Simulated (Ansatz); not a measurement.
# Co (fcc): energy against volume

Method: DFT, PBEsol, plane waves (420 eV) with PAW, scalar-relativistic in Ansatz. The PAW files were generated under PBE, with cores re-solved for the functional.

The cell is scaled uniformly from the relaxed one, with fractional coordinates and shape fixed. Energies are extrapolated to zero smearing, pressures are those at the given smearing. Magnetic state: spin not included. It is not the lowest magnetic state of this structure.

A Birch-Murnaghan fit gives V₀ = 9.88 Å³/atom, B₀ = 290 GPa, B₀′ = 4.7.

What are the energy above the minimum and the pressure at 9.510 Å³/atom?

13.2 meV/atom and 12.88 GPa as computed.

What are the energy above the minimum and the pressure at 10.303 Å³/atom?

15.4 meV/atom and -10.21 GPa as computed.

What are the energy above the minimum and the pressure at 11.095 Å³/atom?

109.3 meV/atom and -24.74 GPa as computed.
